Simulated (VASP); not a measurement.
These are PBE GGA, VASP's PBE PAW potentials (set 64) (plane waves; VASP 6.6.1) values and carry that method's errors.

VASP ran on this input.

File POSCAR:
```
CaF2
2.7599560
  0.0000000000   1.0000000000   1.0000000000
  1.0000000000   0.0000000000   1.0000000000
  1.0000000000   1.0000000000   0.0000000000
Ca F
1 2
Cart
  0.0000000000   0.0000000000   0.0000000000
  1.5000000000   1.5000000000   1.5000000000
  0.5000000000   0.5000000000   0.5000000000
```

### KPOINTS
```
Automatic
0
G
 4 4 4
0 0 0
```

### INCAR
```
SYSTEM = CaF2
PREC = Accurate
ENCUT = 400
EDIFF = 1E-6
NELM = 100
ALGO = Normal
LREAL = .FALSE.
LASPH = .TRUE.
ISMEAR = 0
SIGMA = 0.136
GGA = PE
LWAVE = .FALSE.
LCHARG = .FALSE.
ISIF = 2
```

POTCAR, in this order: Ca_sv F (PBE.64 set). Program: vasp_std.

Output of the run:

OSZICAR:
```
       N       E                     dE             d eps       ncg     rms          rms(c)
DAV:   1     0.184703741005E+03    0.18470E+03   -0.11681E+04   256   0.123E+03
DAV:   2    -0.117641397473E+02   -0.19647E+03   -0.19503E+03   336   0.349E+02
DAV:   3    -0.183810493269E+02   -0.66169E+01   -0.66131E+01   288   0.735E+01
DAV:   4    -0.186221450904E+02   -0.24110E+00   -0.24103E+00   440   0.103E+01
DAV:   5    -0.186235143485E+02   -0.13693E-02   -0.13692E-02   288   0.812E-01    0.774E+00
DAV:   6    -0.173651596278E+02    0.12584E+01   -0.65925E+00   272   0.176E+01    0.319E+00
DAV:   7    -0.173658992448E+02   -0.73962E-03   -0.17854E-01   360   0.362E+00    0.171E+00
DAV:   8    -0.173809307457E+02   -0.15032E-01   -0.32714E-02   312   0.220E+00    0.189E-01
DAV:   9    -0.173853162470E+02   -0.43855E-02   -0.79292E-03   320   0.684E-01    0.134E-01
DAV:  10    -0.173863424257E+02   -0.10262E-02   -0.15395E-03   320   0.282E-01    0.303E-02
DAV:  11    -0.173863511078E+02   -0.86821E-05   -0.10074E-04   336   0.863E-02    0.156E-02
DAV:  12    -0.173863563225E+02   -0.52147E-05   -0.19414E-05   352   0.421E-02    0.296E-03
DAV:  13    -0.173863566249E+02   -0.30236E-06   -0.35587E-06   288   0.150E-02
   1 F= -.17386357E+02 E0= -.17386357E+02  d E =-.279307E-10
```

File OUTCAR:
```
------------------------ aborting loop because EDIFF is reached ----------------------------------------
  FORCE on cell =-STRESS in cart. coord.  units (eV):
  Direction    XX          YY          ZZ          XY          YZ          ZX
  --------------------------------------------------------------------------------------
  Total       -2.2142325     -2.2142325     -2.2142325      0.0000000      0.0000000     -0.0000000
  in kB      -84.3718038    -84.3718038    -84.3718038      0.0000000      0.0000000     -0.0000000
  external PRESSURE =     -84.3718038 kB  Pullay stress =       0.0000000 kB
  volume of cell :       42.05
      direct lattice vectors                 reciprocal lattice vectors
     0.000000000  2.759956000  2.759956000    -0.181162308  0.181162308  0.181162308
     2.759956000  0.000000000  2.759956000     0.181162308 -0.181162308  0.181162308
     2.759956000  2.759956000  0.000000000     0.181162308  0.181162308 -0.181162308
 POSITION                                       TOTAL-FORCE (eV/Angst)
 -----------------------------------------------------------------------------------
      0.00000      0.00000      0.00000         0.000000      0.000000      0.000000
      4.13993      4.13993      4.13993         0.000000      0.000000      0.000000
      1.37998      1.37998      1.37998        -0.000000     -0.000000     -0.000000
 -----------------------------------------------------------------------------------
    total drift:                                0.000000      0.000000      0.000000
  FREE ENERGIE OF THE ION-ELECTRON SYSTEM (eV)
  ---------------------------------------------------
  free  energy   TOTEN  =       -17.3863566249 eV

  energy  without entropy=      -17.3863566249  energy(sigma->0) =      -17.38635662
```
(Selected blocks of OUTCAR.)

File OUTCAR:
```
 val. band max:       -1.1620239391   @ k =   0.5000   0.5000   0.0000

 cond. band min:       5.9593018233   @ k =   0.0000   0.0000   0.0000


 Fermi energy:        -0.5742575982

 k-point     1 :       0.0000    0.0000    0.0000
  band No.  band energies     occupation
      1     -37.3177      2.00000
      2     -21.0079      2.00000
      3     -20.2737      2.00000
      4     -18.2554      2.00000
      5     -18.2554      2.00000
      6     -18.2554      2.00000
      7      -3.1652      2.00000
      8      -3.1652      2.00000
      9      -3.1652      2.00000
     10      -1.4139      2.00000
     11      -1.4139      2.00000
     12      -1.4139      2.00000
     13       5.9593      0.00000
     14       7.9066      0.00000
     15       7.9066      0.00000
     16       9.8561      0.00000

 k-point     2 :       0.2500    0.0000    0.0000
  band No.  band energies     occupation
      1     -37.3038      2.00000
      2     -21.1054      2.00000
      3     -20.4375      2.00000
      4     -18.2736      2.00000
      5     -18.2736      2.00000
      6     -18.0282      2.00000
      7      -2.9302      2.00000
      8      -2.9302      2.00000
      9      -2.7724      2.00000
     10      -1.9558      2.00000
     11      -1.6541      2.00000
     12      -1.6541      2.00000
     13       7.2535      0.00000
     14       8.0074      0.00000
     15       8.0074      0.00000
     16       9.4746      0.00000

 k-point     3 :       0.5000    0.0000    0.0000
  band No.  band energies     occupation
      1     -37.2899      2.00000
      2     -21.1210      2.00000
      3     -20.6800      2.00000
      4     -18.2916      2.00000
      5     -18.2916      2.00000
      6     -17.7921      2.00000
      7      -2.6009      2.00000
      8      -2.6009      2.00000
      9      -2.4147      2.00000
     10      -2.3599      2.00000
     11      -1.9777      2.00000
     12      -1.9777      2.00000
     13       8.1053      0.00000
...
```

At this cut-off the stress carries a Pulay error, which pulls relaxed volumes low.

The structure comes from a computed database's CaF2 entry; how it stands against other phases isn't given here. The cell was not relaxed at this level. The k-mesh is coarse (spacing up to 0.49 per Å, 2π included), so the numbers may not be converged in it. The run is one of a series of settings (SIGMA = 0.136, KPOINTS 4×4×4 Γ-centred mesh against the base run), some of them coarse on purpose.
